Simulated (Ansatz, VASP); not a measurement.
**TiO2 (Anatase) in two plane-wave programs**

Aim: how closely do two programs agree when they are given the same cell, functional and k mesh? The two relaxations start from unlike cells of this crystal (the structure described is Ansatz's start), so only their ends are compared.

Main program and level: Ansatz 0.2.0; plane waves, with VASP 6.6.1 beside it; relaxation of cell and atoms at BLYP.

## (1) Starting point

Symmetry: I4_1/amd, No. 141, tetragonal system. The conventional cell has a = 3.784 Å, b = 3.784 Å, c = 9.515 Å, α = 90.00°, β = 90.00°, γ = 90.00°. Nearest to Ti lie 6 O at 1.93 to 1.98 Å. Nearest to O lie 3 Ti at 1.93 to 1.98 Å. Farther neighbours and most contacts between anions are not listed.

## (2) VASP: relaxation of cell and atoms, BLYP

The relaxed volume is the usual yardstick between codes: in a stiff, nearly cubic crystal its relative difference is about their pressure difference at one cell divided by the bulk modulus.

Lines of VASP's logs that name or quote its potential files are left out, and so is its time.

Input file INCAR:

```
SYSTEM = TiO2
PREC = Accurate
ENCUT = 600
EDIFF = 1E-07
NELM = 120
ISMEAR = 0
SIGMA = 0.02
LREAL = .FALSE.
ALGO = Normal
GGA = B5
ALDAX = 1
AGGAX = 1
AGGAC = 1
ALDAC = 0
NBANDS = 30
LASPH = .TRUE.
LORBIT = 11
LWAVE = .FALSE.
LCHARG = .FALSE.
ISIF = 3
IBRION = 2
NSW = 80
EDIFFG = -0.005
GGA_COMPAT = .FALSE.
NELMIN = 4
EFERMI = MIDGAP
KPAR = 2
```

Input file POSCAR:

```
TiO2
1.0
   -1.9127626843      1.9127626843      4.9234942996
    1.9127626843     -1.9127626843      4.9234942996
    1.9127626843      1.9127626843     -4.9234942996
Ti O
2 4
Direct
    0.0000000000      0.0000000000      0.0000000000
    0.7500000000      0.2500000000      0.5000000000
    0.2055599785      0.2055599785      0.0000000000
    0.9555599785      0.4555599785      0.5000000000
    0.5444400215      0.0444400215      0.5000000000
    0.7944400215      0.7944400215      0.0000000000
```

Input file KPOINTS:

```
Automatic mesh
0
Gamma
8 8 8
0 0 0
```

The projector-augmented-wave data sets are Ti_sv and O (PBE family, release 64).

The run is started by

```sh
$ mpirun -np 2 vasp_std
```

Numbers of over 12 decimals in the logs are rounded to 6 here.

Log:

```text
[banner, memory and clock lines left out]
running    2 mpi-ranks, on    1 nodes
 distrk:  each k-point on    1 cores,    2 groups
 distr:  one band on    1 cores,    1 groups

 POSCAR found type information on POSCAR TiO
 POSCAR found :  2 types and       6 ions
|                                                                             |
|               ----> ADVICE to this user running VASP <----                  |
|                                                                             |
|     You enforced a specific xc type in the INCAR file but a different       |
|     [... a line on the potential file left out ...]
|     I HOPE YOU KNOW WHAT YOU ARE DOING!                                     |
|                                                                             |

 LDA part: xc-table for (Slater(with rela. corr.)+VWN5), standard interpolation
 POSCAR, INCAR and KPOINTS ok, starting setup
 FFT: planning ... GRIDC
 FFT: planning ... GRID_SOFT
 FFT: planning ... GRID
 WAVECAR not read
 entering main loop
       N       E                     dE             d eps       ncg     rms          rms(c)
DAV:   1     0.713075339998E+03    0.71308E+03   -0.26898E+04  3540   0.203E+03
DAV:   2     0.532226615646E+02   -0.65985E+03   -0.62672E+03  3890   0.572E+02
DAV:   3    -0.654676717990E+02   -0.11869E+03   -0.11635E+03  5120   0.215E+02
DAV:   4    -0.707922023474E+02   -0.53245E+01   -0.53174E+01  5232   0.481E+01
DAV:   5    -0.710211000171E+02   -0.22890E+00   -0.22882E+00  4914   0.781E+00    0.312E+01
DAV:   6    -0.527525959001E+02    0.18269E+02   -0.12282E+02  4672   0.988E+01    0.130E+01
DAV:   7    -0.521610577495E+02    0.59154E+00   -0.21340E+01  4472   0.375E+01    0.827E+00
DAV:   8    -0.517654675911E+02    0.39559E+00   -0.16768E+00  4346   0.123E+01    0.375E+00
DAV:   9    -0.518000333349E+02   -0.34566E-01   -0.51067E-01  5210   0.537E+00    0.176E+00
DAV:  10    -0.517885246120E+02    0.11509E-01   -0.29632E-01  4592   0.546E+00    0.752E-01
DAV:  11    -0.517805828133E+02    0.79418E-02   -0.38198E-02  4432   0.167E+00    0.935E-02
DAV:  12    -0.517806755186E+02   -0.92705E-04   -0.15805E-03  4232   0.332E-01    0.394E-02
DAV:  13    -0.517806465978E+02    0.28921E-04   -0.15750E-04  4298   0.130E-01    0.650E-03
DAV:  14    -0.517806487890E+02   -0.21911E-05   -0.14005E-05  5030   0.276E-02    0.900E-03
DAV:  15    -0.517806474912E+02    0.12977E-05   -0.54976E-06  4670   0.221E-02    0.364E-03
DAV:  16    -0.517806471903E+02    0.30094E-06   -0.71060E-07  3926   0.665E-03    0.679E-04
DAV:  17    -0.517806471985E+02   -0.82200E-08   -0.19036E-08  1992   0.140E-03
   1 F= -.51780647E+02 E0= -.51780647E+02  d E =-.517806E+02
 curvature:   0.00 expect dE= 0.000E+00 dE for cont linesearch  0.000E+00
 trial: gam= 0.00000 g(F)=  0.404E-05 g(S)=  0.135E-04 ort = 0.000E+00 (trialstep = 0.100E+01)
 search vector abs. value=  0.175E-04
 bond charge predicted
       N       E                     dE             d eps       ncg     rms          rms(c)
DAV:   1    -0.517807258801E+02   -0.78690E-04   -0.42442E-03  4076   0.625E-01    0.778E-02
DAV:   2    -0.517806599177E+02    0.65962E-04   -0.30198E-04  4248   0.160E-01    0.340E-02
DAV:   3    -0.517806446872E+02    0.15231E-04   -0.12272E-04  4354   0.689E-02    0.118E-02
DAV:   4    -0.517806440138E+02    0.67337E-06   -0.21577E-05  5338   0.283E-02    0.853E-03
DAV:   5    -0.517806445901E+02   -0.57630E-06   -0.15181E-06  4068   0.112E-02    0.474E-03
DAV:   6    -0.517806453583E+02   -0.76818E-06   -0.19327E-06  5944   0.739E-03    0.240E-03
DAV:   7    -0.517806453198E+02    0.38513E-07   -0.10356E-07  2150   0.288E-03
   2 F= -.51780645E+02 E0= -.51780645E+02  d E =0.187869E-05
 trial-energy change:    0.000002  1 .order   -0.000001   -0.000018    0.000015
 step:   0.3971(harm=  0.5439)  dis= 0.00009  next Energy=   -51.780650 (dE=-0.327E-05)
 reached required accuracy - stopping structural energy minimisation
```

From OUTCAR (step 2):

```text
ion  position               nearest neighbor table
   1  0.000  0.000  0.000-   5 1.96   4 1.96   5 1.96   4 1.96   3 2.02   6 2.02
   2  0.750  0.250  0.500-   6 1.96   3 1.96   6 1.96   3 1.96   4 2.02   5 2.02
   3  0.206  0.206  0.000-   2 1.96   2 1.96   1 2.02
   4  0.956  0.456  0.500-   1 1.96   1 1.96   2 2.02
   5  0.544  0.044  0.500-   1 1.96   1 1.96   2 2.02
   6  0.794  0.794  0.000-   2 1.96   2 1.96   1 2.02

  LATTYP: Found a body centered tetragonal cell.
 ALAT       =     3.8255253686
 C/A-ratio  =     2.5740225591

 Subroutine GETGRP returns: Found 16 space group operations
 (whereof  8 operations were pure point group operations)

The static configuration has the point symmetry D_2d.
 The point group associated with its full space group is D_4h.

 Found     59 irreducible k-points:

   k-points           NKPTS =     59   k-points in BZ     NKDIM =     59   number of bands    NBANDS=     30

   dimension x,y,z NGX =    48 NGY =   48 NGZ =   48
   dimension x,y,z NGXF=    96 NGYF=   96 NGZF=   96

   ENCUT  =  600.0 eV  44.10 Ry    6.64 a.u.  11.22 11.22 11.22*2*pi/ulx,y,z

   NELECT =      48.0000    total number of electrons

 k-points in reciprocal lattice and weights: Automatic mesh
   0.00000000  0.00000000  0.00000000       0.002
   0.12500000  0.00000000 -0.00000000       0.016
   0.25000000  0.00000000 -0.00000000       0.016
   0.37500000  0.00000000  0.00000000       0.016
   0.50000000  0.00000000 -0.00000000       0.008
   0.12500000  0.12500000 -0.00000000       0.016
   0.25000000  0.12500000  0.00000000       0.031
   0.37500000  0.12500000  0.00000000       0.031
   0.50000000  0.12500000 -0.00000000       0.031
[...]
-0.37500000 -0.37500000  0.37500000       0.004
   0.50000000  0.50000000  0.50000000       0.002

 average (electrostatic) potential at core
       1 -77.5779       2 -77.5779       3 -70.6014       4 -70.6014       5 -70.6014
       6 -70.6014

 E-fermi :   4.1821

 k-point     1 :       0.0000    0.0000    0.0000
  band No.  band energies     occupation
    ...
     20       2.3401      2.00000
     21       2.3401      2.00000
     22       2.3658      2.00000
     23       2.7849      2.00000
     24       2.7849      2.00000
     25       5.2265      0.00000
     26       5.8191      0.00000
     27       6.9914      0.00000
     28       6.9914      0.00000
     29       6.9945      0.00000
    ...

 k-point     2 :       0.1250    0.0000   -0.0000
  band No.  band energies     occupation
    ...
     20       2.0366      2.00000
     21       2.2902      2.00000
     22       2.3957      2.00000
     23       2.5528      2.00000
     24       2.7911      2.00000
     25       5.5422      0.00000
     26       5.8802      0.00000
     27       6.5893      0.00000
     28       6.7266      0.00000
     29       6.9352      0.00000
    ...

 k-point     3 :       0.2500    0.0000   -0.0000
  band No.  band energies     occupation
    ...
     20       1.5569      2.00000
     21       1.9562      2.00000
     22       2.3558      2.00000
     23       2.4252      2.00000
     24       2.7160      2.00000
     25       5.9639      0.00000
     26       6.2163      0.00000
     27       6.2817      0.00000
     28       6.5099      0.00000
     29       6.8693      0.00000
    ...

  Total        0.0212346      0.0212346      0.0279168      0.0000000     -0.0000000      0.0000000
  in kB        0.4723877      0.4723877      0.6210401      0.0000000     -0.0000000      0.0000000
  external PRESSURE =       0.5219385 kB  Pullay stress =       0.0000000 kB

  energy-cutoff  :      600.00
  volume of cell :       72.02
      direct lattice vectors                 reciprocal lattice vectors
    -1.912624401  1.912624401  4.921953025     0.000000000  0.261420904  0.101585691
     1.912624401 -1.912624401  4.921953025     0.261420904  0.000000000  0.101585691
     1.912624401  1.912624401 -4.921953025     0.261420904  0.261420904  0.000000000

 POSITION                                       TOTAL-FORCE (eV/Angst)
 -----------------------------------------------------------------------------------
      0.00000      0.00000     -0.00000        -0.000000     -0.000000     -0.000000
      0.00000      1.91262      2.46098        -0.000000     -0.000000     -0.000000
      0.00000      0.00000      2.02329         0.000000      0.000000      0.003272
      0.00000      1.91262      4.48427        -0.000000     -0.000000      0.003272
     -0.00000      1.91262      0.43768         0.000000      0.000000     -0.003272
      1.91262      1.91262      2.89866        -0.000000     -0.000000     -0.003272
 -----------------------------------------------------------------------------------
    total drift:                                0.000000      0.000000     -0.000000

  FREE ENERGIE OF THE ION-ELECTRON SYSTEM (eV)
  ---------------------------------------------------
  free  energy   TOTEN  =       -51.7806453198 eV

  energy  without entropy=      -51.7806453198  energy(sigma->0) =      -51.78064532

 reached required accuracy - stopping structural energy minimisation

 total charge
# of ion       s       p       d       tot
------------------------------------------
    1        2.209   6.262   1.698  10.169
    2        2.209   6.262   1.698  10.169
    3        1.560   3.494   0.000   5.053
    4        1.560   3.494   0.000   5.053
    5        1.560   3.494   0.000   5.053
    6        1.560   3.494   0.000   5.053
--------------------------------------------------
tot         10.656  26.498   3.396  40.550

[... 3 further parts left out ...]
```

## (3) Ansatz: relaxation of cell and atoms, BLYP

Ansatz runs on its default PAW (the set named soft_2) files.

Its own start cell and the same functional (in two slightly different forms), mesh and smearing now go to Ansatz.

Input file input.yaml:

```yaml
crystal:
  lattice:
    - [-1.8921, 1.8921, 4.7573]
    - [1.8921, -1.8921, 4.7573]
    - [1.8921, 1.8921, -4.7573]
  atoms:
    - { symbol: Ti, position: [0.0, 0.0, 0.0] }
    - { symbol: Ti, position: [0.75, 0.25, 0.5] }
    - { symbol: O, position: [0.2081, 0.2081, 0.0] }
    - { symbol: O, position: [0.9581, 0.4581, 0.5] }
    - { symbol: O, position: [0.5419, 0.0419, 0.5] }
    - { symbol: O, position: [0.7919, 0.7919, 0.0] }
kpoints:
  mp_grid: { grid: [8, 8, 8] }
hamiltonian:
  xc: blyp
scf:
  occupations: { method: gaussian, width: 0.02 }
output:
  forces: true
  stress: true
  eigenvalues: true
basis:
  ecutwfc: 420.0
relax:
  adjacent_minimum: "off"
  f_tol: 0.005
  max_steps: 60
  cell: { stress_tol: 0.03 }
```

The run is started by

```sh
$ ansatz run input.yaml --threads 4 --pin off --max-ram 16384MiB --backend cpu --events-out ev --progress --plain --runs-dir out
```

Log:

```text
basis.fft_grid_basis auto: the FFT boxes are laid along the combinations [[1, 0, 1], [0, 1, 1], [0, 0, 1]] of the cell's own vectors, 3.784, 3.784 and 5.458 Å long. The dense box has 27×27×40 points. Along the cell's own vectors, as sized, it would have 40×40×40, 2.19 times as many. Of the 16 symmetry operations that the crystal satisfies within crystal.symmetry.tolerance (time reversal apart; of a slab, those that k [...]
Engine: ansatz 0.2.0, aarch64-unknown-linux-gnu
Pseudopotentials: kind: paw
Pseudopotential: Ti, paw, valence charge 12, recommended cutoff 420 eV (normal), Ti.paw.azcp
Pseudopotential: O, paw, valence charge 6, recommended cutoff 420 eV (normal), O.paw.azcp
Functional definition: BLYP
  parameter beta = 0.0042
  parameter a = 0.04918
  parameter b = 0.132
  parameter c = 0.2533
  parameter d = 0.349
  exchange = b88_x(beta = beta)
  correlation = lyp_c(a = a, b = b, c = c, d = d)
Crystal: 6 atoms, lattice volume = 68.125 Å³
Basis set: ecut = 420 eV, 1315 PW (Γ), FFT grids on a1+a3, a2+a3, a3, exchange–correlation on 54×54×80 points (8 copies of the dense FFT grid, shifted against one another)
Bands: 30, of which v1, the nominal top of the filled ones, is band 24 counted from 1 (23 counted from 0)
Symmetry: 16 space group operations
Space group: I41/amd (ITA 141), of the structure as read, at distance tolerance 4.1e-5 Å
k-points: 59 of 512
Non-local potential: Ti, projectors of the file, l = 0: 3, l = 1: 2, l = 2: 3, l = 3: 1
Non-local potential: O, projectors of the file, l = 0: 2, l = 1: 2, l = 2: 1
PAW form: soft (Blöchl's): semilocal exchange-correlation on the pseudo side does not see the compensation charge
PAW frozen core: Ti, regenerated for the run's functional, and the local potential with it (the file was generated under x = pbe(κ = 0.804, μ = 0.219515), c = pbe(β = 0.066725))
PAW frozen core: O, regenerated for the run's functional, and the local potential with it (the file was generated under x = pbe(κ = 0.804, μ = 0.219515), c = pbe(β = 0.066725))
PAW one-centre angular grid: Ti, 590 points (default); XC on 64 Gauss nodes
PAW one-centre angular grid: O, 110 points (default); XC on 64 Gauss nodes
Initial density: superposition of atomic densities (neutral atoms: chi_scale 0, normalization atom), corrected by the library's trained network
Initial wavefunctions: pseudopotential atomic-orbital guess
Functional: x = b88, c = lyp
SCF iter   1: F=—  HF=-7298.415748 eV  |F-HF|=—  |Δ(HF+E_count)|=         —  Δρ=2.07e-2  dr2=2.06e-1  ethr=1.77e-3  ⟨swp⟩=5.5  Hψ=7335  notcnv=0
preconditioner: auto → none  [insulator: Δε(μ)=2.348 eV  Ē_g=9.699 eV  σ=0.020 eV  W_gap=1.00  n_scr=14 (ndim 8)  ℏωp=25.4 eV  f_vac=0.102  D(μ)=0.00/eV (n_scr^D=0)  ε∞_Penn≈7.9]
SCF iter   2: F=—  HF=-7298.438641 eV  |F-HF|=—  |Δ(HF+E_count)|=   2.29e-2  Δρ=2.38e-2  dr2=3.97e-1  ethr=4.29e-4  ⟨swp⟩=2.0  Hψ=3430  notcnv=0  defer=100
SCF iter   3: F=—  HF=-7298.370033 eV  |F-HF|=—  |Δ(HF+E_count)|=   6.86e-2  Δρ=3.77e-3  dr2=8.97e-3  ethr=4.29e-4  ⟨swp⟩=2.0  Hψ=2632  notcnv=0  defer=100
SCF iter   4: F=—  HF=-7298.368885 eV  |F-HF|=—  |Δ(HF+E_count)|=   1.15e-3  Δρ=8.65e-4  dr2=1.65e-4  ethr=1.87e-5  ⟨swp⟩=2.2  Hψ=2819  notcnv=0  defer=100
SCF iter   5: F=—  HF=-7298.369043 eV  |F-HF|=—  |Δ(HF+E_count)|=   1.58e-4  Δρ=1.54e-4  dr2=1.67e-5  ethr=3.44e-7  ⟨swp⟩=2.4  Hψ=3061  notcnv=0  defer=100
SCF iter   6: F=—  HF=-7298.369151 eV  |F-HF|=—  |Δ(HF+E_count)|=   1.08e-4  Δρ=3.81e-5  dr2=7.85e-7  ethr=3.49e-8  ⟨swp⟩=2.2  Hψ=2442  notcnv=0  defer=100
SCF iter   7: F=-7298.369151 eV  HF=-7298.369151 eV  |F-HF|=5.91e-9  |Δ(HF+E_count)|=   9.84e-8  Δρ=4.67e-6  dr2=8.95e-9  ethr=2.08e-10  ⟨swp⟩=9.7  Hψ=7463  notcnv=0
SCF 1 converged in 7 iterations: F = -7298.369151 eV  dr2 = 8.95e-9
  greatest PAW one-centre occupation: 0.999 electrons in one spin orbital (limit 2), on the Ti atom at site 1 (counted from 0), in its partial waves of l = 0
relax step   1: F+E_penalty+E_count = -7298.36915134 eV  Δ(F+E_penalty+E_count) = +0.000e0 eV  max|allowed force component| = 1.900e-1 eV/Å  Δτ_max = 0.0000 Å  P = +10.154 GPa  Ω = 68.125 Å³  (7 SCF iters, dr2 threshold 1.00e-7 eV, accepted)
[...]
relax step  10: F+E_penalty+E_count = -7298.47730319 eV  Δ(F+E_penalty+E_count) = -1.393e-3 eV  max|allowed force component| = 1.111e-4 eV/Å  Δτ_max = 0.0000 Å  P = +0.012 GPa  Ω = 71.754 Å³  stress off target by 4.79e-2 GPa  SCF on the basis re-selected at this cell (its energy is not comparable with the rows above)  (7 SCF iters)
[...]
relax step  11: F+E_penalty+E_count = -7298.47724728 eV  Δ(F+E_penalty+E_count) = +5.592e-5 eV  max|allowed force component| = 2.303e-5 eV/Å  Δτ_max = 0.0004 Å  P = -0.001 GPa  Ω = 71.765 Å³  energy of the carried Pulay correction = -6.073e-5 eV  (5 SCF iters, dr2 threshold 5.73e-9 eV, accepted)
[...]
relax step  12: F+E_penalty+E_count = -7298.47733619 eV  Δ(F+E_penalty+E_count) = -8.891e-5 eV  max|allowed force component| = 2.307e-5 eV/Å  Δτ_max = 0.0000 Å  P = -0.001 GPa  Ω = 71.765 Å³  stress off target by 4.93e-3 GPa  SCF on the basis re-selected at this cell (its energy is not comparable with the rows above)  (5 SCF iters)
basis re-selected at this cell: Δ(F+E_penalty+E_count) = -8.891e-5 eV, ΔP = +0.001 GPa vs the last step (what re-selecting the basis moved, of the pressure what is left beyond the Pulay correction that the steps carried, after the strain that the cell walked since its last selection, with what the two solves' SCF thresholds leave and, on support functions, any second-order correction that the steps lacked; it is no m [...]
SCF converged after 5 iterations
Free energy (F): -7298.477336 eV
Harris-Foulkes:  -7298.477336 eV  (|F-HF|=2.65e-10)
Internal energy: -7298.477336 eV  (E = F + TS)
E sigma→0 (E₀):  -7298.477336 eV
Fermi energy:    7.956074 eV
--- Per-component energies (eV) ---
  E_band       = -471.775811
  E_kinetic    = 1242.871117
  E_local      = -3665.270387  (includes V_loc(G=0)·N_el)
  E_nonlocal   = 199.467144
  E_hartree    = 1420.332703
  E_xc         = -485.510630
  E_vxc        = -613.350272  (∫ρ·V_xc dr)
  E_paw        = -2749.444897  (= ΣΔE_a)
  E_vpaw       = -476.169214  (= ΣTr[D̂ρ^β])
  E_aug_tail   = 0.010331  (compensation charges beyond the density's cutoff)
  E_ewald      = -3260.977602
  E_core_change = 0.044886  (= ΣΔE_core)
  E_smearing   = -0.000000  (= −TS)
  E_closure    = 0.000000  (closes the sum)
  Σ components = -7298.477336   (vs F -7298.477336, Δ=0.00e0)
--- Forces (eV/Å), atoms counted from 1 ---
  atom   1  Ti     0.00000000    -0.00000000     0.00000000
  atom   2  Ti     0.00000000    -0.00000000     0.00000000
  atom   3  O      0.00000000    -0.00000000     0.00002307
  atom   4  O     -0.00000000     0.00000000     0.00002307
  atom   5  O      0.00000000    -0.00000000    -0.00002307
  atom   6  O     -0.00000000     0.00000000    -0.00002307
  max |Σ_I F_I| component: 3.90e-18 eV/Å
--- Stress (GPa, compression-positive) ---
       -0.003227       0.000000      -0.000000
        0.000000      -0.003227       0.000000
        0.000000       0.000000       0.004927
  P = ⅓ Tr σ = -0.0005 GPa (-0.005 kbar)
--- Band table (eV; the first three rows and the last of 59) ---
  k-point 0: bands = [... 20 lower, 6.1008, 6.1251, 6.5402, 6.5402, 9.0189, 9.6146, 10.7986, 10.7986, ... 2 higher]
  k-point 1: bands = [... 20 lower, 5.8239, 5.9089, 6.2152, 6.6847, 9.5749, 9.6943, 10.2436, 10.5055, ... 2 higher]
  k-point 2: bands = [... 20 lower, 5.2485, 5.9952, 6.3574, 6.7551, 9.7046, 9.8865, 10.2702, 10.4123, ... 2 higher]
  k-point 58: bands = [... 20 lower, 5.7073, 5.7073, 6.8244, 6.8244, 9.3081, 9.3081, 10.5026, 10.5026, ... 2 higher]
--- Relaxed structure (9 steps of the walk, 9 accepted, 3 SCFs on fresh bases) ---
  F+E_penalty+E_count = -7298.47733619 eV   max|allowed force component| = 2.307e-5 eV/Å   (the final SCF, on the basis selected at the relaxed cell)
  cell:  # Å, volume = 71.7649 Å³
    - [-1.909695, 1.909695, 4.919534]
    - [1.909695, -1.909695, 4.919534]
    - [1.909695, 1.909695, -4.919534]
  atoms:
    - { symbol: Ti, position: [0, 0, 0] }
    - { symbol: Ti, position: [0.750000, 0.25, 0.5] }
    - { symbol: O, position: [0.205471, 0.205471, 0] }
    - { symbol: O, position: [0.955471, 0.455471, 0.5] }
    - { symbol: O, position: [0.544529, 0.044529, 0.500000] }
    - { symbol: O, position: [0.794529, 0.794529, 0] }
```

## (4) Side by side

Known differences besides the potentials themselves: the cutoff is 420 eV in Ansatz and 600 eV in VASP; Ansatz makes its cores anew for this functional, VASP keeps those of its PBE data sets; VASP's log shows a relativistic correction to its local exchange, Ansatz's none; Ansatz adds a Pulay correction to the stress that steers its cell, VASP none. Total energies have different zeros and are not compared.

The two programs side by side:

```csv
quantity,Ansatz,VASP,difference
volume (Å³),71.76,72.02,-0.36 %
"edge a after relaxation, in the typed setting (Å)",5.612,5.616,-0.07 %
```

## (5) Outcome

```json
{"difference in volume (relaxation of cell and atoms, BLYP)": "-0.36 %"}
```

In words: The difference in volume is -0.36 % (relaxation of cell and atoms, BLYP), within the 1.2 % picked in this series as the mark of a large difference, as far as the stopping tolerances let one tell. 1 further run of this series is not shown here. Such differences can come from data sets, numerical settings and the points named under the comparisons, not from the functional's error against experiment.

[Lines on the potential files, build, host, timing and source positions are cut from VASP's logs without a mark.]

[Logs are printed without paths, hosts, clocks, repeated set-up lines and the standing remarks that a program may print on its own settings, such as how far it seeks lower states.]

[Hosts, paths, dates, database ids (printed as entryN), source tags and the programs' standing remarks are cut or masked in the printed files.]
